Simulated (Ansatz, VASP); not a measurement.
**Two plane-wave programs on TePb**

Contents of POSCAR:

```
TePb
1.0
    0.0000000000      3.2678368520      3.2678368520
    3.1557500480      0.0000000000      3.2678368520
    3.1557500480      3.2678368520      0.0000000000
Pb Te
1 1
Direct
    0.0000000000      0.0000000000      0.0000000000
    0.5000000000      0.5000000000      0.5000000000
```

INCAR.step1

```
  PREC = Accurate
  ENCUT = 520
  ISMEAR = 0
  SIGMA = 0.01
  LREAL = False
  LASPH = True
  NELM = 100
  NBANDS = 17
  GGA = PE
  ALGO = Normal
  EDIFF = 1E-4
  LWAVE = True
  LCHARG = False
```

The input INCAR.step2:

```
  PREC = Accurate
  ENCUT = 520
  EDIFF = 1E-6
  ISMEAR = 0
  SIGMA = 0.01
  LREAL = False
  LASPH = True
  NELM = 100
  ALGO = Normal
  ISIF = 2
  LWAVE = False
  LCHARG = False
  METAGGA = R2SCAN
  LMIXTAU = True
  NBANDS = 17
  ISTART = 1
```

File KPOINTS:

```
regular mesh
0
Gamma
  8 8 8
```

Input for Ansatz:

```yaml
crystal:
  lattice:
    - [0.0, 3.267836852, 3.267836852]
    - [3.155750048, 0.0, 3.267836852]
    - [3.155750048, 3.267836852, 0.0]
  atoms:
    - { symbol: Pb, position: [0.0, 0.0, 0.0] }
    - { symbol: Te, position: [0.5, 0.5, 0.5] }
kpoints:
  mp_grid: { grid: [8, 8, 8] }
  band_path:
    path:
      - [0.0, 0.0, 0.0]
      - [0.5, 0.0, 0.5]
      - [0.625, 0.25, 0.625]
      - [0.375, 0.375, 0.75]
      - [0.5, 0.5, 0.5]
      - [0.5, 0.25, 0.75]
      - [0.0, 0.0, 0.5]
    npoints: 1
hamiltonian:
  xc: r2scan
scf:
  occupations: { method: fixed }
  n_extra_bands: 4
output:
  forces: true
  stress: true
  eigenvalues: true
```

Change from the starting cell: uniaxial_x strain -3.4%.

Alike in both runs: task single point; functional r2SCAN; k mesh 8 × 8 × 8; no spin polarisation.

```csv
,VASP,Ansatz
version,VASP 6.6.1,Ansatz 0.2.0
potentials or method,"VASP PAW PBE potentials, release 64 (Pb_d, Te)","plane waves, PAW"
plane-wave cutoff (eV),520,500
occupations,"gaussian, width 0.01 eV",fixed
valence electrons in the cell,20,30
```

```csv
,VASP,Ansatz,Ansatz less VASP
gap on the k mesh at the Fermi level (eV),0.94,0.94,-0.003
pressure (GPa),1.7,1.8,0.00
largest component of the traceless stress (GPa),3.14,3.13,-0.008
```

The two sets of potentials don't hold the same shells in valence.

Caveats: the PAW data sets were made with another functional, which shifts forces and pressure a little (VASP); spin-orbit coupling is left out, which as a rule narrows the gap of such compounds by several tenths of an eV. A k mesh can miss the band edges.
